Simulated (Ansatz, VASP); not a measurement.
As in VASP and in Ansatz

```
CELL_PARAMETERS angstrom
4.13287 0.00000 0.00000
-2.06643 3.57917 0.00000
0.00000 0.00000 10.00660
ATOMIC_POSITIONS crystal
As 0.00000 0.00000 0.50000
As 0.00000 0.00000 0.00000
As 0.66667 0.33333 0.36854
As 0.33333 0.66667 0.63146
As 0.33333 0.66667 0.86854
As 0.66667 0.33333 0.13146
```

Alike in both runs: functional PBE; k mesh 6 × 6 × 2; occupations gaussian, width 0.1 eV; no spin polarisation.

Ansatz relaxed the structure, and its values are those at the end. VASP's run is a single point on that final structure, the one shown.

|  | VASP | Ansatz |
| --- | --- | --- |
| version | VASP 6.6.1 | Ansatz 0.2.0 |
| potentials or method | VASP PAW PBE potentials, release 64 (As) | scalar-relativistic, plane waves, PAW |
| plane-wave cutoff (eV) | 520 | 420 |
| valence electrons in the cell | 30 | 90 |

|  | VASP | Ansatz | Ansatz less VASP |
| --- | --- | --- | --- |
| gap on the k mesh at the Fermi level (eV) | none | none | - |
| pressure (GPa) | 0.2 | 0.0 | -0.16 |
| rms of the force components (eV/Å) | 0.016 | 0.001 | -0.0146 |

A gap of «none» marks a metal or a gap that the smearing closes. The functional is the same, so the differences come from potentials, cutoffs and numerics. The two sets of potentials don't hold the same shells in valence.
